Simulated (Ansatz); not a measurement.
Input and command of a calculation in Ansatz (plane waves; scalar-relativistic PAW potentials unless the input names others):

```yaml
crystal:
  lattice:
    - [2.766133827, 0.0, 0.0]
    - [0.0, 2.766133827, 0.0]
    - [0.0, 0.0, 2.8814564461]
  atoms:
    - { symbol: Al, position: [0.0, 0.0, 0.0] }
    - { symbol: Co, position: [0.5, 0.5, 0.5] }
kpoints:
  mp_grid: { grid: [18, 18, 18] }
hamiltonian:
  xc: pbesol
scf:
  occupations: { method: tetrahedron }
output:
  forces: true
  eigenvalues: true
  stress: true
accuracy: low
```

```bash
ansatz run input.yaml --threads 1 --pin off --max-ram 2560MiB --backend cpu --events-out ev --progress --plain --runs-dir out
```

Abridged log:
```
Warning: output.forces, output.stress, relax.cell or npt_langevin: where a Kohn–Sham band that disperses or a degenerate level is filled in part under the method tetrahedron, the forces or the stress that this run publishes need not agree with its energy (scf.occupations.method in the input reference, under Limitations); prefer a smearing scheme for the forces or the stress
Basis set: ecut = 420 eV, 453 PW (Γ), exchange–correlation on 40×40×40 points (8 copies of the dense FFT grid, shifted against one another)
Bands: 14, of which v1, the nominal top of the filled ones, is band 10 counted from 1 (9 counted from 0)
Symmetry: 16 space group operations
k-points: 550 of 5832
SCF iter   1: F=—  HF=-5618.768094 eV  |F-HF|=—  |Δ(HF+E_count)|=         —  Δρ=2.92e-2  dr2=1.15e-1  ethr=1.77e-3  ⟨swp⟩=5.0  Hψ=37585  notcnv=0
SCF iter   2: F=—  HF=-5618.774012 eV  |F-HF|=—  |Δ(HF+E_count)|=   5.92e-3  Δρ=3.24e-2  dr2=1.37e-1  ethr=5.75e-4  ⟨swp⟩=2.2  Hψ=17405  notcnv=0  defer=7
SCF iter   3: F=—  HF=-5618.755174 eV  |F-HF|=—  |Δ(HF+E_count)|=   1.88e-2  Δρ=4.09e-3  dr2=1.93e-3  ethr=5.75e-4  ⟨swp⟩=2.3  Hψ=11498  notcnv=0  defer=7
SCF iter   4: F=—  HF=-5618.754751 eV  |F-HF|=—  |Δ(HF+E_count)|=   4.23e-4  Δρ=7.60e-4  dr2=9.79e-5  ethr=9.66e-6  ⟨swp⟩=2.1  Hψ=12894  notcnv=0  defer=7
SCF iter   5: F=—  HF=-5618.754751 eV  |F-HF|=—  |Δ(HF+E_count)|=   3.37e-7  Δρ=3.83e-4  dr2=2.19e-5  ethr=4.90e-7  ⟨swp⟩=2.3  Hψ=11936  notcnv=0  defer=7
SCF iter   6: F=—  HF=-5618.754746 eV  |F-HF|=—  |Δ(HF+E_count)|=   4.72e-6  Δρ=5.37e-5  dr2=4.12e-7  ethr=1.10e-7  ⟨swp⟩=2.1  Hψ=10075  notcnv=0  defer=7
SCF iter   7: F=-5618.754745 eV  HF=-5618.754745 eV  |F-HF|=1.10e-8  |Δ(HF+E_count)|=   7.19e-7  Δρ=1.05e-5  dr2=1.46e-8  ethr=5.00e-10  ⟨swp⟩=4.2  Hψ=24619  notcnv=0
SCF 1 converged in 7 iterations: F = -5618.754745 eV  dr2 = 1.46e-8
SCF converged after 7 iterations
Stability not checked: this state was not tested for a lower state beside it, because cold or Methfessel-Paxton smearing, or corrected tetrahedra, fill the levels in a way that the test cannot read (fill_not_monotonic; see scf.lower_state_search)
Free energy (F): -5618.754745 eV
Harris-Foulkes:  -5618.754745 eV  (|F-HF|=1.10e-8)
Internal energy: -5618.754746 eV  (E = F + TS)
E sigma→0 (E₀):  -5618.754745 eV
Entropy (-TS):   0.000000 eV (0.000 meV/atom)
Fermi energy:    15.177746 eV
--- Forces (eV/Å), atoms counted from 1 ---
  atom   1  Al     0.00000000     0.00000000     0.00000000
  atom   2  Co     0.00000000     0.00000000     0.00000000
--- Stress (GPa, compression-positive) ---
        6.370519       0.000000       0.000000
        0.000000       6.370519       0.000000
        0.000000       0.000000      -0.122874
  P = ⅓ Tr σ = 4.2061 GPa (42.061 kbar)
```

Apart from outputs, empty bands and the relaxation, which only the reference makes, the input differs from a reference run on usual settings in accuracy: not typed → "low"; scf.occupations.width: 0.1 → not typed; scf.occupations.method: "gaussian" → "tetrahedron"; basis.ecutwfc: 420 → not typed. The reference, at the same geometry, ended its own course with pressure 4.24 GPa, largest force 0.000 eV/Å, no gap on the mesh. This run converged in 7 SCF iterations with an energy at zero smearing 0.02 meV/atom below the reference's, pressure 4.21 GPa, largest force 0.000 eV/Å, no gap on the mesh. Its accuracy level is looser than usual, yet energy, pressure and forces hardly moved.

Time: 6.5 s on 1 thread of AMD EPYC 7R43 64-Core Processor (Zen 3), with other jobs on the host, peak memory 0.44 GiB.